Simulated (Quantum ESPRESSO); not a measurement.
Here is a Quantum ESPRESSO 7.5 calculation.

Contents of pw.in:

```
&CONTROL
  calculation = 'scf'
  prefix = 'pwscf'
  outdir = './tmp'
  pseudo_dir = './pseudo'
  tprnfor = .true.
  tstress = .true.
  disk_io = 'low'
/
&SYSTEM
  ibrav = 0
  nat = 2
  ntyp = 2
  ecutwfc = 88
  nbnd = 9
  occupations = 'smearing'
  smearing = 'fd'
  degauss = 0.00367493
/
&ELECTRONS
  conv_thr = 4d-10
  electron_maxstep = 120
  mixing_beta = 0.5
/
ATOMIC_SPECIES
N     14.0070 N_ONCV_PBE-1.2.upf
B     10.8100 B_ONCV_PBE-1.2.upf
CELL_PARAMETERS angstrom
   0.0000000000    1.8130010000    1.8130010000
   1.8130010000    0.0000000000    1.8130010000
   1.8130010000    1.8130010000    0.0000000000
ATOMIC_POSITIONS crystal
N      0.2500000000    0.2500000000    0.2500000000
B      0.0000000000    0.0000000000    0.0000000000
K_POINTS automatic
13 13 13 0 0 0
```

The input bands.in:

```
&CONTROL
  calculation = 'bands'
  prefix = 'pwscf'
  outdir = './tmp'
  pseudo_dir = './pseudo'
  disk_io = 'low'
  verbosity = 'high'
/
&SYSTEM
  ibrav = 0
  nat = 2
  ntyp = 2
  ecutwfc = 88
  nbnd = 9
  occupations = 'smearing'
  smearing = 'fd'
  degauss = 0.00367493
/
&ELECTRONS
  conv_thr = 1d-08
  electron_maxstep = 120
  mixing_beta = 0.5
  diago_full_acc = .true.
  startingwfc = 'random'
/
ATOMIC_SPECIES
N     14.0070 N_ONCV_PBE-1.2.upf
B     10.8100 B_ONCV_PBE-1.2.upf
CELL_PARAMETERS angstrom
   0.0000000000    1.8130010000    1.8130010000
   1.8130010000    0.0000000000    1.8130010000
   1.8130010000    1.8130010000    0.0000000000
ATOMIC_POSITIONS crystal
N      0.2500000000    0.2500000000    0.2500000000
B      0.0000000000    0.0000000000    0.0000000000
K_POINTS crystal
60
 0.0000000000  0.0000000000  0.0000000000 1
 0.0625000000  0.0000000000  0.0625000000 1
 0.1250000000  0.0000000000  0.1250000000 1
 0.1875000000  0.0000000000  0.1875000000 1
 0.2500000000  0.0000000000  0.2500000000 1
 0.3125000000  0.0000000000  0.3125000000 1
 0.3750000000  0.0000000000  0.3750000000 1
 0.4375000000  0.0000000000  0.4375000000 1
 0.5000000000  0.0000000000  0.5000000000 1
 0.5000000000  0.0625000000  0.5625000000 1
 0.5000000000  0.1250000000  0.6250000000 1
 0.5000000000  0.1875000000  0.6875000000 1
 0.5000000000  0.2500000000  0.7500000000 1
 0.4375000000  0.3125000000  0.7500000000 1
 0.3750000000  0.3750000000  0.7500000000 1
 0.3375000000  0.3375000000  0.6750000000 1
 0.3000000000  0.3000000000  0.6000000000 1
 0.2625000000  0.2625000000  0.5250000000 1
 0.2250000000  0.2250000000  0.4500000000 1
 0.1875000000  0.1875000000  0.3750000000 1
 0.1500000000  0.1500000000  0.3000000000 1
 0.1125000000  0.1125000000  0.2250000000 1
 0.0750000000  0.0750000000  0.1500000000 1
 0.0375000000  0.0375000000  0.0750000000 1
 0.0000000000  0.0000000000  0.0000000000 1
 0.0625000000  0.0625000000  0.0625000000 1
 0.1250000000  0.1250000000  0.1250000000 1
 0.1875000000  0.1875000000  0.1875000000 1
 0.2500000000  0.2500000000  0.2500000000 1
 0.3125000000  0.3125000000  0.3125000000 1
 0.3750000000  0.3750000000  0.3750000000 1
 0.4375000000  0.4375000000  0.4375000000 1
 0.5000000000  0.5000000000  0.5000000000 1
 0.5250000000  0.4500000000  0.5250000000 1
 0.5500000000  0.4000000000  0.5500000000 1
 0.5750000000  0.3500000000  0.5750000000 1
 0.6000000000  0.3000000000  0.6000000000 1
 0.6250000000  0.2500000000  0.6250000000 1
 0.5833333333  0.2500000000  0.6666666667 1
 0.5416666667  0.2500000000  0.7083333333 1
 0.5000000000  0.2500000000  0.7500000000 1
 0.5000000000  0.2857142857  0.7142857143 1
 0.5000000000  0.3214285714  0.6785714286 1
 0.5000000000  0.3571428571  0.6428571429 1
 0.5000000000  0.3928571429  0.6071428571 1
 0.5000000000  0.4285714286  0.5714285714 1
 0.5000000000  0.4642857143  0.5357142857 1
 0.5000000000  0.5000000000  0.5000000000 1
 0.4821428571  0.4821428571  0.5357142857 1
 0.4642857143  0.4642857143  0.5714285714 1
 0.4464285714  0.4464285714  0.6071428571 1
 0.4285714286  0.4285714286  0.6428571429 1
 0.4107142857  0.4107142857  0.6785714286 1
 0.3928571429  0.3928571429  0.7142857143 1
 0.3750000000  0.3750000000  0.7500000000 1
 0.6250000000  0.2500000000  0.6250000000 1
 0.5937500000  0.1875000000  0.5937500000 1
 0.5625000000  0.1250000000  0.5625000000 1
 0.5312500000  0.0625000000  0.5312500000 1
 0.5000000000  0.0000000000  0.5000000000 1
```

Potentials or basis: SG15 PBE 1.2.

Command:

```console
$ OMP_NUM_THREADS=1 pw.x -in pw.in > pw.out
$ OMP_NUM_THREADS=1 pw.x -in bands.in > bands.out
```

Task: What does it give for the pressure?

Result: -1.5 GPa.

Task: Predict the band gap along the path.

Result: 4.53 eV, indirect (least direct gap 8.76 eV).

Task: What does it give for the band gap on the k mesh?

Result: 4.60 eV, indirect (least direct gap 8.76 eV).

Levels at the corners of the path, in eV from the valence-band top:
| point | band 2 | band 3 | band 4 | band 5 | band 6 | band 7 |
| --- | --- | --- | --- | --- | --- | --- |
| Γ | 0.00 | 0.00 | 0.00 | 8.76 | 8.76 | 8.76 |
| X | -8.84 | -4.88 | -4.88 | 4.53 | 9.28 | 17.69 |
| W | -7.54 | -6.89 | -6.45 | 9.61 | 13.19 | 14.50 |
| K | -8.07 | -7.59 | -4.05 | 6.96 | 12.84 | 15.66 |
| Γ | 0.00 | 0.00 | 0.00 | 8.76 | 8.76 | 8.76 |
| L | -10.60 | -1.94 | -1.94 | 10.08 | 10.68 | 10.68 |
| U | -8.07 | -7.59 | -4.05 | 6.96 | 12.84 | 15.66 |
| W | -7.54 | -6.89 | -6.45 | 9.61 | 13.19 | 14.50 |
| L | -10.60 | -1.94 | -1.94 | 10.08 | 10.68 | 10.68 |
| K | -8.07 | -7.59 | -4.05 | 6.96 | 12.84 | 15.66 |
| U | -8.07 | -7.59 | -4.05 | 6.96 | 12.84 | 15.66 |
| X | -8.84 | -4.88 | -4.88 | 4.53 | 9.28 | 17.69 |

**The experiment to reproduce.**

From a printed reference work, monograph, for a bulk crystal of BN at 300 K: band gap 6.4 eV (indirect).

Against the measured gap of BN, 6.4 eV (indirect; 300 K; a printed reference work, monograph), the calculated 4.53 eV is off by -1.87 eV. The value is that of PBE, without temperature or zero-point motion. Semilocal functionals fall short of measured gaps as a rule. The cell is a database's relaxed one, not the measured one, which moves gaps too.
